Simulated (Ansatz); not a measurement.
MgS built on the rocksalt prototype, relaxed with r2SCAN in Ansatz 0.2.0. It is cubic, Fm-3m (No. 225); a = 5.203 Å in the conventional setting, 17.61 Å³ an atom. Around Mg lie 6 S at 2.60 Å; around S lie 6 Mg at 2.60 Å.

The axes x, y and z are those of this cell:
```
Mg S
1.0
     0.00000    2.60152    2.60152
     2.60152    0.00000    2.60152
     2.60152    2.60152    0.00000
Mg S
1 1
Direct
  0.00000 0.00000 0.00000
  0.50000 0.50000 0.50000
```

Unstrained: The PBE gap is indirect, 2.790 eV (Γ to X), below the direct gap of 3.723 eV at Γ. r2SCAN gives an indirect gap of 3.463 eV, from Γ to X; the least direct gap is 4.642 eV at Γ. The HSE06 gap is indirect, 3.804 eV (Γ to X), below the direct gap of 4.827 eV at Γ. Meshes: PBE 8×8×8, r2SCAN 8×8×8, HSE06 6×6×6. Strains are changes of length per length. After each strain the atoms were relaxed again with r2SCAN within the symmetry that the strain leaves, so tilts or polar shifts that break it weren't tested; points keep the names that they have in the unstrained zone. No spin polarisation and no zero-point or thermal motion.

Problem. Apply isotropic +5.0 % on every length. How far does the gap move, against the unstrained cell?

Solution. PBE: the gap goes from 2.790 to 2.465 eV (-0.325 eV). r2SCAN: the gap goes from 3.463 to 3.136 eV (-0.327 eV). HSE06: the gap goes from 3.804 to 3.433 eV (-0.371 eV). The r2SCAN energy rises by 85.0 meV an atom.

Problem. Estimate what isotropic -5.0 % on every length does to the gap.

Solution. PBE: the gap goes from 2.790 to 3.098 eV (+0.308 eV). r2SCAN: the gap goes from 3.463 to 3.769 eV (+0.306 eV). HSE06: the gap goes from 3.804 to 4.157 eV (+0.353 eV). The r2SCAN energy rises by 115.3 meV an atom.

Problem. Estimate what epitaxial +0.5 % in the plane normal to [111], free normal strain -0.25 % does to the gap.

Solution. PBE: the gap goes from 2.790 to 2.729 eV (-0.061 eV); with r2SCAN the top three valence levels at Γ, degenerate before, become 1+2 from the top over 70 meV. r2SCAN: the gap goes from 3.463 to 3.399 eV (-0.064 eV). HSE06: the gap goes from 3.804 to 3.738 eV (-0.066 eV). The r2SCAN energy rises by 0.5 meV an atom.

Problem. Estimate what epitaxial +3.0 % in the xy plane, free normal strain -1.62 % does to the gap.

Solution. PBE: the gap goes from 2.790 to 2.512 eV (-0.278 eV); the X points, equivalent before, split by 207 meV, and the conduction bottom lies at those like (1/2, 1/2, 0); with r2SCAN the top three valence levels at Γ, degenerate before, become 2+1 from the top over 217 meV. r2SCAN: the gap goes from 3.463 to 3.175 eV (-0.288 eV); the X points, equivalent before, split by 223 meV, and the conduction bottom lies at those like (1/2, 1/2, 0). HSE06: the gap goes from 3.804 to 3.498 eV (-0.306 eV); the X points, equivalent before, split by 222 meV, and the conduction bottom lies at those like (1/2, 1/2, 0). The r2SCAN energy rises by 14.9 meV an atom.

Problem. Estimate what epitaxial +5.0 % in the xy plane, free normal strain -2.62 % does to the gap.

Solution. PBE: the gap goes from 2.790 to 2.374 eV (-0.416 eV); the X points, equivalent before, split by 308 meV, and the conduction bottom lies at those like (1/2, 1/2, 0); with r2SCAN the top three valence levels at Γ, degenerate before, become 2+1 from the top over 370 meV. r2SCAN: the gap goes from 3.463 to 3.031 eV (-0.432 eV); the X points, equivalent before, split by 332 meV, and the conduction bottom lies at those like (1/2, 1/2, 0). HSE06: the gap goes from 3.804 to 3.345 eV (-0.459 eV); the X points, equivalent before, split by 329 meV, and the conduction bottom lies at those like (1/2, 1/2, 0). The r2SCAN energy rises by 38.1 meV an atom.

The meshes of the hybrids are coarse, so their gaps aren't converged to the digits shown.

The splittings at Γ are without spin-orbit coupling, which regroups them where it is of like size or larger.
